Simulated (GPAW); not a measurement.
# TiO2 (Anatase) (I4_1/amd) in GPAW: settings compared

One crystal, TiO2 (Anatase), is run at these levels: LDA, PBEsol, PBE; tasks: band structure, dielectric tensor.

All numbers are computed with GPAW 26.7.0; they aren't measurements. Logs are shortened: lines on timing, memory, paths and dates and some standing lists are left out, and cuts for length are marked. The log counts tension as positive stress, the text compression.

## (1) Starting point

Symmetry: I4_1/amd, No. 141, tetragonal system. The conventional cell has a = 3.784 Å, b = 3.784 Å, c = 9.515 Å, α = 90.00°, β = 90.00°, γ = 90.00°. Around Ti (site symmetry -4m2) lie 6 O at 1.93 to 1.98 Å. Around O (site symmetry 2mm) lie 3 Ti at 1.93 to 1.98 Å.

## (2) Band structure, LDA

The input, run.py:

```python
from ase import Atoms
from ase.dft.bandgap import bandgap
from ase.io import write
from ase.units import GPa
from ase.parallel import parprint
from gpaw import GPAW, PW

atoms = Atoms(['Ti', 'Ti', 'O', 'O', 'O', 'O'],
              cell=[[-1.8921, 1.8921, 4.7573],
                    [1.8921, -1.8921, 4.7573],
                    [1.8921, 1.8921, -4.7573]],
              scaled_positions=[[0.75, 0.25, 0.5],
                                [0.0, 0.0, 0.0],
                                [0.7919, 0.7919, 0.0],
                                [0.5419, 0.0419, 0.5],
                                [0.9581, 0.4581, 0.5],
                                [0.2081, 0.2081, 0.0]],
              pbc=True)

calc = GPAW(mode=PW(800),
            xc='LDA',
            kpts={'size': (7, 7, 7), 'gamma': True},
            occupations={'name': 'fermi-dirac', 'width': 0.05},
            nbands=43,
            convergence={'density': 1e-05, 'energy': 1e-05},
            maxiter=150,
            txt='gpaw.txt')
atoms.calc = calc
energy = atoms.get_potential_energy()
forces = atoms.get_forces()
stress = atoms.get_stress()
calc.write('gs.gpw')
write('result.traj', atoms)
parprint(f'Energy: {energy:.6f} eV')
parprint('Forces (eV/A):')
parprint(forces.round(4))
parprint('Stress (GPa):', (stress / GPa).round(3))
parprint('Fermi level:', round(calc.get_fermi_level(), 4), 'eV')
parprint(f'Gap: {bandgap(calc)[0]:.4f} eV, direct: {bandgap(calc, direct=True)[0]:.4f} eV')

path = atoms.cell.bandpath('GXYSGZS1NPY1Z,XP', npoints=60, eps=1e-4)
bs_calc = calc.fixed_density(kpts=path, symmetry='off', nbands=61,
                             convergence={'bands': 'CBM+6.0', 'eigenstates': 1e-6}, txt='bands.txt')
bs = bs_calc.band_structure()
bs.write('bs.json')
parprint(f'Gap on the path: {bandgap(bs_calc)[0]:.4f} eV')
```

Potentials or basis: the program's PAW data sets (release 1.2.1) made for this functional, pw.

Run with:

```console
> OMP_NUM_THREADS=1 mpirun -n 4 gpaw python run.py
```

gpaw.txt:

```text
__  _  _
 | _ |_)|_||  |
 |__||  | ||/\| - 26.7.0

Input parameters:
  mode=PW(ecut=800.0),
  convergence={'density': 1e-05, 'energy': 1e-05},
  kpts=MonkhorstPack(size=(7, 7, 7), gamma=True),
  maxiter=150,
  nbands=43,
  occupations=Occupations(name='fermi-dirac', width=0.05),
  xc=XC(name='LDA')

Diagonalizing LCAO Hamiltonian
Converting LCAO to pw mode

       O

         O

         Ti

       O O

       Ti

Atoms  # Å, Bohr magnetons
|   | symbol |         x |         y |        z |    initial magnetic moments |
|---|--------|-----------|-----------|----------|-----------------------------|
| 0 |     Ti |  0.000000 |  1.892100 | 2.378650 | ( 0.0000,  0.0000,  0.0000) |
| 1 |     Ti |  0.000000 |  0.000000 | 0.000000 | ( 0.0000,  0.0000,  0.0000) |
| 2 |      O | -0.000000 |  0.000000 | 7.534612 | ( 0.0000,  0.0000,  0.0000) |
| 3 |      O |  0.000000 |  1.892100 | 0.398662 | ( 0.0000,  0.0000,  0.0000) |
| 4 |      O |  0.000000 |  1.892100 | 4.358638 | ( 0.0000,  0.0000,  0.0000) |
| 5 |      O |  0.000000 | -0.000000 | 1.979988 | ( 0.0000,  0.0000,  0.0000) |

Unit cell  # Å
| periodic |         x |         y |         z |  lengths |     angles |
|----------|-----------|-----------|-----------|----------|------------|
|      yes | -1.892100 |  1.892100 |  4.757300 | 5.458204 | 139.434593 |
|      yes |  1.892100 | -1.892100 |  4.757300 | 5.458204 | 139.434593 |
|      yes |  1.892100 |  1.892100 | -4.757300 | 5.458204 |  58.712803 |

Number of symmetries: 8
Symmetry operations  # r_c * U_cc + t_c -> r_c
|   | kind |            matrix            |
|---|------|------------------------------|
| 0 |  σ   |  1, 1, 1,  0, 0,-1,  0,-1, 0 |
| 1 |  E   |  1, 0, 0,  0, 1, 0,  0, 0, 1 |
| 2 |  C2  |  0, 1, 0,  1, 0, 0, -1,-1,-1 |
| 3 |  S4  |  0, 0, 1, -1,-1,-1,  0, 1, 0 |
| 4 |  σ   |  0, 0,-1,  1, 1, 1, -1, 0, 0 |
| 5 |  C2  |  0,-1, 0, -1, 0, 0,  0, 0,-1 |
| 6 |  C2  | -1, 0, 0,  0,-1, 0,  1, 1, 1 |
| 7 |  S4  | -1,-1,-1,  0, 0, 1,  1, 0, 0 |

BZ-sampling:
  Number of BZ points: 343
  Number of IBZ points: 40

  Monkhorst-Pack size: [7, 7, 7]
  Monkhorst-Pack shift: [0, 0, 0]

K-points  # in reciprocal-cell coordinates
|     |                                coordinates |     weight |
|-----|--------------------------------------------|------------|
|   0 | (  0.00000000,   0.00000000,   0.00000000) | 0.00291545 |
|   1 | (  0.14285714,  -0.14285714,   0.00000000) | 0.01166181 |
|   2 | (  0.14285714,  -0.14285714,   0.14285714) | 0.01166181 |
|   3 | (  0.14285714,   0.00000000,   0.00000000) | 0.02332362 |
|   4 | (  0.14285714,   0.14285714,  -0.14285714) | 0.00583090 |
|   5 | (  0.28571429,  -0.28571429,   0.00000000) | 0.01166181 |
|   6 | (  0.28571429,  -0.28571429,   0.14285714) | 0.02332362 |
|   7 | (  0.28571429,  -0.28571429,   0.28571429) | 0.01166181 |
|   8 | (  0.28571429,  -0.14285714,   0.00000000) | 0.04664723 |
|   9 | (  0.28571429,  -0.14285714,   0.14285714) | 0.02332362 |
| ... |                                            |            |
|  39 | (  0.42857143,   0.42857143,   0.42857143) | 0.02332362 |

Plane wave coefficients: 3525
Cutoff: 800.0 eV

Spin-components: 1 (collinear spins)
Bands:           43
Projectors:      32
Spin-degeneracy: 2
Datatype:        complex128

Parallelization:
  kpt:    4
  domain: 1
  band:   1

Density:
  Valence electrons: 48.0
  Components: 1
  Grid points: [36 36 36]
  Charge: 0.0  # |e|

Potential:
  Grid points: [36 36 36]

species:
  Ti:
    name:    Titanium
    Z:       22.0
    valence: 12
    core:    10
    charge:  0.0  # [|e|]
    compensation charges:
      type: gauss
      rc: 0.38  # [Å]
      lmax: 2
    cutoffs:
      filter: 2.23  # [Å]
      core: 1.02  # [Å]
    projectors
    | kind |    occ | energy [eV] | rcut [Å] |
    |------|--------|-------------|----------|
    |   3s |  2.000 |     -62.257 |    1.270 |
    |   4s |  2.000 |      -4.593 |    1.270 |
    |   3p |  6.000 |     -38.791 |    1.058 |
    |   4p |  0.000 |      -1.536 |    1.058 |
    |   3d |  2.000 |      -4.463 |    1.058 |
    |    d |        |      22.748 |    1.058 |

    Using partial waves for Ti as LCAO basis

  O:
    name:    Oxygen
    Z:       8.0
    valence: 6
    core:    2
    charge:  0.0  # [|e|]
    compensation charges:
      type: gauss
      rc: 0.21  # [Å]
      lmax: 2
    cutoffs:
      filter: 1.17  # [Å]
      core: 0.83  # [Å]
    projectors
    | kind |    occ | energy [eV] | rcut [Å] |
    |------|--------|-------------|----------|
    |   2s |  2.000 |     -23.752 |    0.688 |
    |   2p |  4.000 |      -9.195 |    0.598 |
    |    s |        |       3.459 |    0.688 |
    |    p |        |      18.016 |    0.598 |
    |    d |        |       0.000 |    0.619 |

    Using partial waves for O as LCAO basis

Reference energy: -54459.530392  # eV

eigensolver:
  PPCG
  Converge bands: occupied
  niter=2

density mixing:
  MSR1-Mixer
  Pratt-step length: 0.05
  Maximum mixing coefficient: 0.75
  Old densities: 10
  SVD Regularization: 0.005
  Good broyden scale: 1.0
  Trust region scale: 1.0
  Backstep threshold: 4.0
  History deletion threshold: 6.0
  Fourier metric: weight=20.0, sigma=0.015

occupation numbers:
  Fermi-Dirac:
    width: 0.0500  # eV

poisson solver:
  ecut: 6400.0  # eV

xc functional:
  name: None

convergence criteria:
- Maximum integral of absolute [dens]ity change: 1e-05 electrons / valence electron
- Maximum [total energy] change in last 3 cyles: 1e-05 eV / valence electron
- Maximum integral of absolute [eigenst]ate change: 4e-08 eV^2 / valence electron
maximum number of iterations: 150

SCF iterations
|iter     | |      energy | eigst |  dens |
|---------|-|-------------|-------|-------|
|iter:   1| |  -66.699620 | +0.09 |       |
|iter:   2| |  -63.773279 | -1.76 | -0.79 |
|iter:   3| |  -58.222238 | -0.64 | -0.85 |
|iter:   4| |  -57.713235 | -1.83 | -1.32 |
|iter:   5| |  -57.654114 | -2.64 | -1.62 |
|iter:   6| |  -57.637678 | -3.46 | -2.04 |
|iter:   7| |  -57.637554 | -4.69 | -2.94 |
|iter:   8| |  -57.637563c| -5.72 | -3.49 |
|iter:   9| |  -57.637553c| -6.36 | -3.82 |
|iter:  10| |  -57.637553c| -7.56c| -4.25 |
|iter:  11| |  -57.637552c| -8.16c| -4.82 |
|iter:  12| |  -57.637552c| -8.59c| -5.31c|

Converged in 12 steps
Energy contributions relative to reference atoms: (reference = -54459.530392)

Energy contributions:
  Kinetic:          54.999946
  Coulomb:         -65.554788
  Zero:              1.153959
  External:          0.000000
  Xc:              -48.236670
  Entropy:          -0.000000
  Spinorbit:         0.000000
  ----------------------------
  Free energy:     -57.637552
  Extrapolated:    -57.637552

dipole moment: (-26.537511, -6.893338, 11.200883)  # |e|*Ang

Fermi level: 4.746
Eigenvalues  # (at kpt = [0.000, 0.000, 0.000])
| band index |      eig [eV] | occ [0-2] |
|------------|---------------|-----------|
|          0 |       -51.951 |     2.000 |
|        ... |               |           |
|         16 |         1.631 |     2.000 |
|         17 |         1.631 |     2.000 |
|         18 |         1.700 |     2.000 |
|         19 |         2.984 |     2.000 |
|         20 |         2.987 |     2.000 |
|         21 |         2.987 |     2.000 |
[... 8 lines left out ...]
|         30 |         8.863 |     0.000 |
|         31 |         9.142 |     0.000 |
|        ... |               |           |
|         42 |        21.910 |     0.000 |

Gap: 2.021 eV
Transition (v -> c):
  (s=0, k=15, n=23, [0.43, -0.43, 0.00]) -> (s=0, k=0, n=24, [0.00, 0.00, 0.00])
Direct/indirect transitions are different
Direct gap: 2.373 eV
Transition at: (s=0, k=13, n=23, [0.29, 0.29, -0.29])

Forces  # eV/Ang
|        x |        y |        z |
|----------|----------|----------|
| -0.00000 | -0.00000 |  0.00000 |  # Ti   0
|  0.00000 |  0.00000 |  0.00000 |  # Ti   1
| -0.00000 |  0.00000 |  0.08765 |  # O    2
| -0.00000 |  0.00000 |  0.08766 |  # O    3
|  0.00000 | -0.00000 | -0.08766 |  # O    4
|  0.00000 | -0.00000 | -0.08765 |  # O    5

Stress tensor  # eV/Ang^3
|         x |         y |        z |
|-----------|-----------|----------|
|  0.037134 | -0.000000 | 0.000000 |
| -0.000000 |  0.037134 | 0.000000 |
|  0.000000 |  0.000000 | 0.031144 |

# Writing to gs.gpw (mode='')
```

Wall time 1.7 min (4 MPI ranks of Arm Neoverse V1, shared host); peak memory 0.41 GiB.

Results:

```yaml
Free_energy: -57.6376 eV
Pressure: -5.6 GPa
Largest_force: 0.088 eV/Å
Band_gap_on_the_k_mesh: 2.02 eV, indirect (least direct gap 2.37 eV)
Band_gap_along_the_path: 2.02 eV, indirect (least direct gap 2.38 eV)
```

Forces on the atoms (eV/Å):
```
Ti   0.000  0.000  0.000
Ti   0.000  0.000  0.000
O    0.000  0.000  0.088
O    0.000  0.000  0.088
O    0.000  0.000 -0.088
O    0.000  0.000 -0.088
```

Stress tensor (GPa, compression positive):
```
-5.95  0.00  0.00
 0.00 -5.95  0.00
 0.00  0.00 -4.99
```

Levels at the corners of the path, in eV from the valence-band top:
| point | band 21 | band 22 | band 23 | band 24 | band 25 | band 26 | band 27 | band 28 |
| --- | --- | --- | --- | --- | --- | --- | --- | --- |
| Γ | -0.77 | -0.77 | -0.49 | -0.49 | 2.02 | 2.79 | 3.94 | 3.94 |
| X | -2.11 | -2.11 | -0.05 | -0.05 | 3.30 | 3.30 | 3.79 | 3.79 |
| Y | -1.95 | -1.95 | -0.09 | -0.09 | 3.27 | 3.27 | 3.74 | 3.74 |
| S | -1.22 | -0.95 | -0.94 | -0.83 | 3.15 | 3.43 | 3.54 | 3.60 |
| Γ | -0.77 | -0.77 | -0.49 | -0.49 | 2.02 | 2.79 | 3.94 | 3.94 |
| Z | -1.28 | -1.28 | -0.13 | -0.13 | 2.39 | 2.39 | 3.73 | 3.73 |
| S1 | -1.22 | -0.95 | -0.94 | -0.83 | 3.15 | 3.43 | 3.54 | 3.60 |
| N | -2.01 | -0.99 | -0.85 | -0.65 | 3.18 | 3.50 | 3.53 | 3.63 |
| P | -1.62 | -1.62 | -0.26 | -0.26 | 3.54 | 3.54 | 3.57 | 3.57 |
| Y1 | -1.95 | -1.95 | -0.09 | -0.09 | 3.27 | 3.27 | 3.74 | 3.74 |
| Z | -1.28 | -1.28 | -0.13 | -0.13 | 2.39 | 2.39 | 3.73 | 3.73 |
| X | -2.11 | -2.11 | -0.05 | -0.05 | 3.30 | 3.30 | 3.79 | 3.79 |
| P | -1.62 | -1.62 | -0.26 | -0.26 | 3.54 | 3.54 | 3.57 | 3.57 |

## (3) Band structure, PBEsol

run.py, as its differences from that of step 2:

```diff
@@ -5,3 +5,5 @@
 from ase.parallel import parprint
-from gpaw import GPAW, PW
+from gpaw import GPAW, PW, setup_paths
+
+setup_paths.insert(0, '.')
 
@@ -20,3 +22,3 @@
 calc = GPAW(mode=PW(800),
-            xc='LDA',
+            xc='PBEsol',
             kpts={'size': (7, 7, 7), 'gamma': True},
```

Potentials or basis: PAW data sets generated in the run's folder for this functional, pw.

Run with:

```console
> gpaw-setup -f PBEsol O Ti
> OMP_NUM_THREADS=1 mpirun -n 4 gpaw python run.py
```

It took 99 s on 4 MPI ranks of Arm Neoverse V2, shared host; peak memory 0.42 GiB.

The run converged. Its results:

```yaml
Free_energy: -54.7497 eV
Pressure: 0.3 GPa
Largest_force: 0.031 eV/Å
Band_gap_on_the_k_mesh: 2.08 eV, indirect (least direct gap 2.42 eV)
Band_gap_along_the_path: 2.08 eV, indirect (least direct gap 2.43 eV)
```

Forces in eV/Å, atoms in the order of the input:
```
Ti   0.000  0.000  0.000
Ti   0.000  0.000  0.000
O    0.000  0.000 -0.031
O    0.000  0.000 -0.031
O    0.000  0.000  0.031
O    0.000  0.000  0.031
```

Stress tensor (GPa, compression positive):
```
-0.02  0.00  0.00
 0.00 -0.02  0.00
 0.00  0.00  0.89
```

Levels at the corners of the path, in eV from the valence-band top:
| point | band 20 | band 21 | band 22 | band 23 | band 24 | band 25 | band 26 | band 27 | band 28 | band 29 |
| --- | --- | --- | --- | --- | --- | --- | --- | --- | --- | --- |
| Γ | -0.77 | -0.76 | -0.76 | -0.49 | -0.49 | 2.08 | 2.84 | 3.99 | 3.99 | 4.03 |
| X | -2.68 | -2.10 | -2.10 | -0.05 | -0.05 | 3.35 | 3.35 | 3.84 | 3.84 | 4.92 |
| Y | -2.78 | -1.93 | -1.93 | -0.09 | -0.09 | 3.32 | 3.32 | 3.78 | 3.78 | 4.81 |
| S | -1.91 | -1.21 | -0.95 | -0.93 | -0.82 | 3.20 | 3.48 | 3.58 | 3.64 | 4.28 |
| Γ | -0.77 | -0.76 | -0.76 | -0.49 | -0.49 | 2.08 | 2.84 | 3.99 | 3.99 | 4.03 |
| Z | -1.37 | -1.27 | -1.27 | -0.13 | -0.13 | 2.45 | 2.45 | 3.78 | 3.78 | 4.26 |
| S1 | -1.91 | -1.21 | -0.95 | -0.93 | -0.82 | 3.20 | 3.48 | 3.58 | 3.64 | 4.28 |
| N | -2.00 | -2.00 | -0.98 | -0.84 | -0.65 | 3.23 | 3.55 | 3.57 | 3.68 | 4.31 |
| P | -3.02 | -1.61 | -1.61 | -0.26 | -0.26 | 3.59 | 3.59 | 3.62 | 3.62 | 4.92 |
| Y1 | -2.78 | -1.93 | -1.93 | -0.09 | -0.09 | 3.32 | 3.32 | 3.78 | 3.78 | 4.81 |
| Z | -1.37 | -1.27 | -1.27 | -0.13 | -0.13 | 2.45 | 2.45 | 3.78 | 3.78 | 4.26 |
| X | -2.68 | -2.10 | -2.10 | -0.05 | -0.05 | 3.35 | 3.35 | 3.84 | 3.84 | 4.92 |
| P | -3.02 | -1.61 | -1.61 | -0.26 | -0.26 | 3.59 | 3.59 | 3.62 | 3.62 | 4.92 |

[end of part 1 of 2]
